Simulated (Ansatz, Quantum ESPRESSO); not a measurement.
# NaH (Fm-3m): third-order response, part 2 of 3

Wanted: vibrational spectra of NaH (Fm-3m) from linear and non-linear response.

Quantum ESPRESSO 8.0 development, patched; DFT LDA, scalar-relativistic, plane waves, PseudoDojo norm-conserving pseudopotentials.

So far. Step 2 (A first look): A gap of 3.4 eV opens on this mesh, so the crystal is taken as an insulator; the start stands at -2.6 GPa. Step 4 (Self-consistent run for the response): The cell stands at 0.0030 GPa, close enough for phonons. The relaxed cell has a = 4.691 Å (conventional setting).

## Step 5: Zone-centre response

At q = 0 one unit cell holds all displacements; symmetry groups them into irreducible representations that are solved one by one. The response to a field gives ε∞ and the Born charges, which polar modes need. Third-order response adds the Raman tensors.

File ph.in:

```
phonons
 &inputph
    prefix='x',
    outdir='./tmp',
    fildyn='g.dyn',
    tr2_ph=1.0d-18,
    epsil=.true.,
    lraman=.true.,
    elop=.true.,
 /
0.000000000000 0.000000000000 0.000000000000
```

Run with:

```
$ OMP_NUM_THREADS=1 mpirun -n 2 ph.x -nk 2 -in ph.in > ph.out
```

Log:

```text
[banners, grids, parts of the stress and lines that vanish by symmetry left out]
[banner, memory and clock lines left out]
Program PHONON v.8.0dev

     Dynamical matrices for q-points given in input
     (   1q-points):
       N         xq(1)         xq(2)         xq(3)
       1   0.000000000   0.000000000   0.000000000

     ./tmp/x.save/

     IMPORTANT: XC functional enforced from input :
     Exchange-correlation= PW
                           (   1   4   0   0   0   0   0)
     Any further DFT definition will be discarded
     Please, verify this is what you really want

     G-vector sticks info

     Reading collected, re-writing distributed wavefunctions in ./tmp/

     Number and degeneracy of irreps per q-point
       N         xq(1)         xq(2)         xq(3)   N irreps
       1   0.000000000   0.000000000   0.000000000       2
        3   3

     Calculation of q =    0.0000000   0.0000000   0.0000000

     phonons

     bravais-lattice index     =            2
     lattice parameter (alat)  =       8.8642  a.u.
     unit-cell volume          =     174.1240 (a.u.)^3
     number of atoms/cell      =            2
     number of atomic types    =            2
     kinetic-energy cut-off    =      88.0000  Ry
     charge density cut-off    =     352.0000  Ry
     convergence threshold     =      1.0E-18
     beta                      =       0.7000
     number of iterations used =            4
     Exchange-correlation= PW
                           (   1   4   0   0   0   0   0)

     celldm(1)=    8.86420  celldm(2)=    0.00000  celldm(3)=    0.00000
     celldm(4)=    0.00000  celldm(5)=    0.00000  celldm(6)=    0.00000

     crystal axes: (cart. coord. in units of alat)
               a(1) = ( -0.5000  0.0000  0.5000 )
               a(2) = (  0.0000  0.5000  0.5000 )
               a(3) = ( -0.5000  0.5000  0.0000 )

     reciprocal axes: (cart. coord. in units 2 pi/alat)
               b(1) = ( -1.0000 -1.0000  1.0000 )
               b(2) = (  1.0000  1.0000  1.0000 )
               b(3) = ( -1.0000  1.0000 -1.0000 )

     Atoms inside the unit cell:

     Cartesian axes

     site n.  atom      mass           positions (alat units)
        1  Na     22.9898   tau(    1) = (    0.00000    0.00000    0.00000  )
        2  H       1.0080   tau(    2) = (   -0.50000    0.50000    0.50000  )

     Computing dynamical matrix for
                    q = (   0.0000000   0.0000000   0.0000000 )

     49 Sym.Ops. (with q -> -q+G )

     G cutoff =  700.5868  (  19579 G-vectors)     FFT grid: ( 40, 40, 40)
     number of k points=    29
                       cart. coord. in units 2pi/alat
        k(    1) = (   0.0000000   0.0000000   0.0000000), wk =   0.0039062
        k(    2) = (  -0.1250000   0.1250000  -0.1250000), wk =   0.0312500
        k(    3) = (  -0.2500000   0.2500000  -0.2500000), wk =   0.0312500
        [... further k-points left out ...]

     PseudoPot. # 1 for Na read from file:
     ./pseudo/Na.upf
     Pseudo is Norm-conserving, Zval =  9.0

     PseudoPot. # 2 for H  read from file:
     ./pseudo/H.upf
     Pseudo is Norm-conserving, Zval =  1.0

     Mode symmetry, O_h (m-3m)  point group:

     Electric field:
     Dielectric constant
     Born effective charges as d Force / d E
     Raman tensor
     Electro-optic tensor

     Atomic displacements:
     There are    2 irreducible representations

     Representation     1      3 modes -  To be done

     Representation     2      3 modes -  To be done

     Alpha used in Ewald sum =   2.8000

     Electric Fields Calculation

     The passes end when |ddv_scf|^2 is under  8.7E-20 (on this mesh; tr2_ph alone asks  1.0E-18)

      iter #   1   av.it.:   5.3
      thresh= 1.000E-02 alpha_mix =  0.700 |ddv_scf|^2 =  7.037E-09

      [... iterations left out ...]
      iter #   7   av.it.:  10.1
      thresh= 4.270E-11 alpha_mix =  0.700 |ddv_scf|^2 =  1.149E-20

     End of electric fields calculation

          Dielectric constant in cartesian axis

          (       3.357139420       0.000000000       0.000000000 )
          (       0.000000000       3.357139420      -0.000000000 )
          (       0.000000000      -0.000000000       3.357139420 )

          Effective charges (d Force / dE) in cartesian axis without acoustic sum rule applied (asr)

           atom    1  Na    Mean Z*:        0.94737
      Ex  (        0.94737       -0.00000       -0.00000 )
      Ey  (        0.00000        0.94737        0.00000 )
      Ez  (       -0.00000       -0.00000        0.94737 )
           atom    2  H     Mean Z*:       -0.94744
      Ex  (       -0.94744       -0.00000        0.00000 )
      Ey  (       -0.00000       -0.94744       -0.00000 )
      Ez  (        0.00000       -0.00000       -0.94744 )

          Effective charges Sum: Mean:       -0.00007
             -0.00007       -0.00000       -0.00000
             -0.00000       -0.00007       -0.00000
             -0.00000       -0.00000       -0.00007

          Effective charges (d Force / dE) in cartesian axis with asr applied:
           atom    1  Na    Mean Z*:        0.94740
      E*x (        0.94740       -0.00000       -0.00000 )
      E*y (        0.00000        0.94740        0.00000 )
      E*z (       -0.00000        0.00000        0.94740 )
           atom    2  H     Mean Z*:       -0.94740
      E*x (       -0.94740        0.00000        0.00000 )
      E*y (       -0.00000       -0.94740       -0.00000 )
      E*z (        0.00000       -0.00000       -0.94740 )

     Calling punch_plot_e
     Writing on file  drho

     Computing Pc [DH,Drho] |psi>

     Derivative coefficient:  0.001000    Threshold: 1.00E-12
     Message from routine dhdrhopsi:
     some bands at k + dk did not converge to eth_ns: the Raman tensors may be inaccurate, compare with a run at another eth_ns or dek
     Non-scf  u_k: avg # of iterations = 11.1
     Non-scf Du_k: avg # of iterations = 22.2

          Dielectric constant from finite-differences

          (       3.356746171       0.000000000       0.000000000 )
          (       0.000000000       3.356746171      -0.000000000 )
          (       0.000000000      -0.000000000       3.356746171 )

              Electro-optic tensor is defined as
            the derivative of the dielectric tensor
              with respect to one electric field
                 units are Rydberg a.u.

            to obtain the static chi^2 multiply by 1/2

            to convert to pm/Volt multiply per 2.7502

          Electro-optic tensor in cartesian axis:

          (      -0.000000000       0.000000000      -0.000000000 )
          (       0.000000000       0.000000000       0.000000000 )
          (      -0.000000000      -0.000000000      -0.000000000 )

          (      -0.000000000      -0.000000000      -0.000000000 )
          (       0.000000000       0.000000000       0.000000000 )
          (      -0.000000000       0.000000000      -0.000000000 )

          (       0.000000000      -0.000000000       0.000000000 )
          (      -0.000000000      -0.000000000      -0.000000000 )
          (       0.000000000      -0.000000000       0.000000000 )

          Electro-optic tensor: contribution #   1

          (       0.000000000       0.000000000      -0.000000000 )
          (       0.000000000       0.000000000       0.000000000 )
          (      -0.000000000       0.000000000      -0.000000000 )

          (       0.000000000       0.000000000       0.000000000 )
          (       0.000000000       0.000000000       0.000000000 )
          (      -0.000000000       0.000000000      -0.000000000 )

          (      -0.000000000       0.000000000      -0.000000000 )
          (       0.000000000       0.000000000      -0.000000000 )
          (      -0.000000000      -0.000000000      -0.000000000 )

          Electro-optic tensor: contribution #   2

          (      -0.000000000      -0.000000000      -0.000000000 )
          (       0.000000000      -0.000000000       0.000000000 )
          (      -0.000000000      -0.000000000      -0.000000000 )

          (       0.000000000       0.000000000       0.000000000 )
          (      -0.000000000       0.000000000      -0.000000000 )
          (       0.000000000       0.000000000       0.000000000 )

          (      -0.000000000      -0.000000000      -0.000000000 )
          (      -0.000000000      -0.000000000       0.000000000 )
          (      -0.000000000      -0.000000000      -0.000000000 )

     Computing Second order response

      iter #   1   av.it.:   5.8
      thresh= 1.000E-02 alpha_mix =  0.700 |ddv_scf|^2 =  2.660E-07

      [... iterations left out ...]
      iter #   8   av.it.:  11.3
      thresh= 1.718E-10 alpha_mix =  0.700 |ddv_scf|^2 =  4.152E-21

          Raman tensor (au^-1) in cartesian axis

           atom      1
          (       0.000000000      -0.000000000      -0.000000000 )
          (      -0.000000000       0.000000000      -0.000000000 )
          (       0.000000000      -0.000000000       0.000000000 )

          (       0.000000000       0.000000000      -0.000000000 )
          (       0.000000000       0.000000000      -0.000000000 )
          (       0.000000000       0.000000000       0.000000000 )

          (       0.000000000      -0.000000000      -0.000000000 )
          (       0.000000000       0.000000000      -0.000000000 )
          (      -0.000000000      -0.000000000      -0.000000000 )

           atom      2
          (       0.000000000       0.000000000       0.000000000 )
          (       0.000000000       0.000000000       0.000000000 )
          (       0.000000000      -0.000000000       0.000000000 )

          (       0.000000000       0.000000000       0.000000000 )
          (       0.000000000       0.000000000       0.000000000 )
          (      -0.000000000      -0.000000000      -0.000000000 )

          (       0.000000000       0.000000000       0.000000000 )
          (      -0.000000000      -0.000000000      -0.000000000 )
          (       0.000000000       0.000000000       0.000000000 )

     Raman tensor (A^2)

     atom #    1    pol.  1
      0.437809926817E-22     -0.182713344792E-22     -0.824633970595E-22
     -0.115345112449E-23      0.309425801657E-22     -0.225825670155E-21
      0.330823155850E-22     -0.931620741562E-22      0.193562472036E-21
     atom #    1    pol.  2
      0.187143265778E-21      0.187143265778E-21     -0.225508053179E-22
      0.170025382423E-21      0.212820090810E-21     -0.112419692930E-21
[...]
atom #    1    pol.  3
[...]
atom #    2    pol.  1
[...]
atom #    2    pol.  2
[...]
atom #    2    pol.  3
[...]
0.246554357030E-21      0.217132995014E-21      0.116565430305E-21

     Representation #   1 modes #   1   2   3

     Self-consistent Calculation

     The passes end when |ddv_scf|^2 is under  8.7E-20 (on this mesh; tr2_ph alone asks  1.0E-18)

      iter #   1   av.it.:   3.1
      thresh= 1.000E-02 alpha_mix =  0.700 |ddv_scf|^2 =  3.680E-09

      [... iterations left out ...]
      iter #   7   av.it.:  11.3
      thresh= 3.824E-11 alpha_mix =  0.700 |ddv_scf|^2 =  4.947E-21

     End of self-consistent calculation

     Convergence has been achieved

     Representation #   2 modes #   4   5   6

     Self-consistent Calculation

     The passes end when |ddv_scf|^2 is under  8.7E-20 (on this mesh; tr2_ph alone asks  1.0E-18)

      iter #   1   av.it.:   7.8
      thresh= 1.000E-02 alpha_mix =  0.700 |ddv_scf|^2 =  1.951E-06

      [... iterations left out ...]
      iter #   7   av.it.:  11.3
      thresh= 4.555E-10 alpha_mix =  0.700 |ddv_scf|^2 =  3.649E-20

     End of self-consistent calculation

     Convergence has been achieved

     Number of q in the star =    1
     List of q in the star:
          1   0.000000000   0.000000000   0.000000000

          Dielectric constant in cartesian axis

          (       3.357139420       0.000000000       0.000000000 )
          (       0.000000000       3.357139420      -0.000000000 )
          (       0.000000000      -0.000000000       3.357139420 )

          Effective charges (d Force / dE) in cartesian axis without acoustic sum rule applied (asr)

           atom    1  Na    Mean Z*:        0.94737
      Ex  (        0.94737       -0.00000       -0.00000 )
      Ey  (        0.00000        0.94737        0.00000 )
      Ez  (       -0.00000       -0.00000        0.94737 )
           atom    2  H     Mean Z*:       -0.94744
      Ex  (       -0.94744       -0.00000        0.00000 )
      Ey  (       -0.00000       -0.94744       -0.00000 )
      Ez  (        0.00000       -0.00000       -0.94744 )

          Effective charges Sum: Mean:       -0.00007
             -0.00007       -0.00000       -0.00000
             -0.00000       -0.00007       -0.00000
             -0.00000       -0.00000       -0.00007

          Effective charges (d Force / dE) in cartesian axis with asr applied:
           atom    1  Na    Mean Z*:        0.94740
      E*x (        0.94740       -0.00000       -0.00000 )
      E*y (        0.00000        0.94740        0.00000 )
      E*z (       -0.00000        0.00000        0.94740 )
           atom    2  H     Mean Z*:       -0.94740
      E*x (       -0.94740        0.00000        0.00000 )
      E*y (       -0.00000       -0.94740       -0.00000 )
      E*z (        0.00000       -0.00000       -0.94740 )

     Diagonalizing the dynamical matrix

     q = (    0.000000000   0.000000000   0.000000000 )

 **************************************************************************
     freq (    1) =       0.169521 [THz] =       5.654604 [cm-1]
     freq (    2) =       0.169521 [THz] =       5.654604 [cm-1]
     freq (    3) =       0.169521 [THz] =       5.654604 [cm-1]
     freq (    4) =      16.811984 [THz] =     560.787407 [cm-1]
     freq (    5) =      16.811984 [THz] =     560.787407 [cm-1]
     freq (    6) =      16.811984 [THz] =     560.787407 [cm-1]
 **************************************************************************

     Mode symmetry, O_h (m-3m)  point group:

     freq (   1-   3) =          5.7  [cm-1]   --> T_1u G_15  G_4- I
     freq (   4-   6) =        560.8  [cm-1]   --> T_1u G_15  G_4- I
```

Wall time 2.5 min (2 MPI ranks of Intel Xeon Platinum 8488C (Sapphire Rapids), shared host); 4.9 min of CPU time.

Numbers from this step:

| Item | Value |
| --- | --- |
| miss of the charge sum rule | 7.00e-5 e |
| largest acoustic frequency at the zone centre before the sum rule | 5.65 cm⁻¹ |
| highest optical zone-centre mode (no LO-TO term) | 560.8 cm⁻¹ |
| lowest optical zone-centre mode | 560.8 cm⁻¹ |
| mean high-frequency dielectric constant | 3.357 |
| largest Born charge in size (third of the trace) | 0.9474 e |

Born charge (rows field, columns displacement), before the sum rule (e), principal values of the symmetric part by kind of site:

```csv
atom,atoms with these values,low,middle,high,mean
Na1,1,0.9474,0.9474,0.9474,0.9474
H2,1,-0.9474,-0.9474,-0.9474,-0.9474
```

In full for Na1:

```
0.9474 0.0000 0.0000
0.0000 0.9474 0.0000
0.0000 0.0000 0.9474
```

High-frequency dielectric tensor:

```
3.36 0.00 0.00
0.00 3.36 0.00
0.00 0.00 3.36
```

The acoustic modes at Γ come out as far as 5.7 cm⁻¹ from zero, where they should vanish, a small numerical error; the Born charges miss their sum rule by 7.0e-5 e, which is good.

## Step 6: Zone-centre analysis

A rigid shift of the crystal must cost nothing, but grids and finite bases break this; the acoustic sum rule is imposed before the matrix is diagonalised again. With Born charges the intensities follow, and the static dielectric tensor.

File dynmat.in:

```
 &input
    fildyn='g.dyn',
    asr='simple',
    fileig='dynmat.eig',
    lperm=.true.,
 /
```

Run with:

```
$ dynmat.x -in dynmat.in > dynmat.out
```

Log:

```text
[banner, memory and clock lines left out]
Program DYNMAT v.8.0dev

     Reading Dynamical Matrix from file g.dyn
     ...Force constants read
     ...epsilon and Z* read
     ...Raman cross sections read
     A direction for q was not specified:TO-LO splitting will be absent

     Polarizability (A^3 units)
     multiply by 0.560000 for Clausius-Mossotti correction (not under assume_isolated = 'mt')
         4.839911    0.000000    0.000000
         0.000000    4.839911   -0.000000
         0.000000   -0.000000    4.839911

     IR activities are in (D/A)^2/amu units

# mode   [cm-1]    [THz]      IR
    1     -0.00   -0.0000    0.0000
    2     -0.00   -0.0000    0.0000
    3     -0.00   -0.0000    0.0000
    4    560.79   16.8121   21.4445
    5    560.79   16.8121   21.4445
    6    560.79   16.8121   21.4445

Electronic dielectric permittivity tensor (relative, adimensional)
         3.357139    0.000000    0.000000
         0.000000    3.357139   -0.000000
         0.000000   -0.000000    3.357139

 ... with zone-center polar mode contributions
         8.993595    0.000000    0.000000
         0.000000    8.993595    0.000000
         0.000000    0.000000    8.993595
```

Elapsed: 0.61 s, on 1 thread.

Read from the output:

```yaml
mean_static_dielectric_constant: 8.994
```

Unit eigenvectors of the mass-weighted matrix after the sum rule; no LO-TO term. Modes at Γ, with each element's share of the kinetic energy:

| mode | frequency (cm⁻¹) | symmetry | Na % | H % |
| --- | --- | --- | --- | --- |
| 1 | 0.0 | acoustic | 96 | 4 |
| 2 | 0.0 | acoustic | 96 | 4 |
| 3 | 0.0 | acoustic | 96 | 4 |
| 4 | 560.8 | T1u | 4 | 96 |
| 5 | 560.8 | T1u | 4 | 96 |
| 6 | 560.8 | T1u | 4 | 96 |

Displacements in mode 5 (560.8 cm⁻¹), the largest set to 1:
```
Na1  0.00  0.00 -0.04
H2   0.00  0.00  1.00
```

Degenerate modes summed, no LO-TO term. Infrared lines, with heights relative to the strongest:

| position (cm⁻¹) | lines merged | label | IR intensity, relative |
| --- | --- | --- | --- |
| 561 | 3 | T1u | 100 |

Static dielectric tensor (ions relaxed, fixed cell):

```
8.99 0.00 0.00
0.00 8.99 0.00
0.00 0.00 8.99
```

The rule moves no optical mode by more than 0.1 cm⁻¹.

## Step 7: Sum rules set otherwise: a sum rule for molecules or wires on a crystal

This rule also removes rotations, which suits wires and not a crystal; it is tried to see the harm.

File dynmat.in:

```
 &input
    fildyn='g.dyn',
    asr='one-dim',
    fileig='dynmat.eig',
    lperm=.true.,
 /
```

Run with:

```
$ dynmat.x -in dynmat.in > dynmat.out
```

Log:

```text
[banner, memory and clock lines left out]
Program DYNMAT v.8.0dev

     Reading Dynamical Matrix from file g.dyn
     ...Force constants read
     ...epsilon and Z* read
     ...Raman cross sections read
asr rotation axis in 1D system=    3
     For the rotational sum rules    1 atoms are taken in another cell, next to their neighbours
     Acoustic Sum Rule: || Z*(ASR) - Z*(orig)|| =    8.292287E-05
     Acoustic Sum Rule: ||dyn(ASR) - dyn(orig)||=    8.778632E-05
     Message from routine dynmat:
     WARNING: the charges keep any dipole. Ignore the strengths of the modes set to zero; with q typed a rigid rotation may get a frequency
     A direction for q was not specified:TO-LO splitting will be absent

     Polarizability (A^3 units)
     multiply by 0.560000 for Clausius-Mossotti correction (not under assume_isolated = 'mt')
         4.839911    0.000000    0.000000
         0.000000    4.839911   -0.000000
         0.000000   -0.000000    4.839911

     IR activities are in (D/A)^2/amu units

# mode   [cm-1]    [THz]      IR
    1     -0.00   -0.0000    0.0000
    2     -0.00   -0.0000    0.0000
    3     -0.00   -0.0000    0.0000
    4    560.97   16.8174   21.4445
    5    560.97   16.8174   21.4445
    6    560.97   16.8174   21.4445

Electronic dielectric permittivity tensor (relative, adimensional)
         3.357139    0.000000    0.000000
         0.000000    3.357139   -0.000000
         0.000000   -0.000000    3.357139

 ... with zone-center polar mode contributions
         8.990037    0.000000    0.000000
         0.000000    8.990037    0.000000
         0.000000    0.000000    8.990037
```

Run time: 0.59 s. Hardware: 1 thread.

The program raised no error, yet the settings are not those of a careful run.

The fault: a sum rule for molecules or wires on a crystal; here no optical mode moves by more than 0.2 cm⁻¹.

Zone-centre frequencies as printed; negative means imaginary. Modes:

```
mode  frequency (cm⁻¹)
   1                 0
   2                 0
   3                 0
   4               561
   5               561
   6               561
```

[end of part 2 of 3]

[Host names and launcher messages were left out of these logs when they were recorded.]

[Logs are printed without paths, hosts, clocks, repeated set-up lines and the standing remarks that a program may print on its own settings, such as how far it seeks lower states.]

[Hosts, paths, dates, database ids (printed as entryN), source tags and the programs' standing remarks are cut or masked in the printed files.]
